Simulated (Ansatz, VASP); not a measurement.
Two plane-wave programs on HCl

```
H Cl
1.0
    -1.75621    1.75621    2.43697
     1.75621   -1.75621    2.43697
     1.75621    1.75621   -2.43697
H Cl
1 1
Direct
  0.70024 0.70024 0.00000
  0.96776 0.96776 0.00000
```

Alike in both runs: functional PBEsol; k mesh 8 × 8 × 8; no spin polarisation.

Ansatz relaxed the structure, and its values are those at the end. VASP's run is a single point on that final structure, the one shown.

```csv
,VASP,Ansatz
version,VASP 6.6.1,Ansatz 0.2.0
potentials or method,"VASP PAW PBE potentials, release 64 (H, Cl)","scalar-relativistic, plane waves, PAW"
plane-wave cutoff (eV),520,420
occupations,"gaussian, width 0.01 eV",fixed
valence electrons in the cell,8,8
```

```csv
,VASP,Ansatz,Ansatz less VASP
gap on the k mesh at the Fermi level (eV),4.36,4.32,-0.043
least direct gap on the mesh (eV),5.05,5.01,-0.031
pressure (GPa),2.7,3.0,+0.30
rms of the force components (eV/Å),0.058,0.000,-0.0571
```

Ansatz warned: «near_symmetry_operations_not_taken».

Caveats: the PAW data sets were made with another functional, which shifts forces and pressure a little (VASP). A k mesh can miss the band edges. A hybrid or GW would open this gap; PBEsol tends to underestimate it.
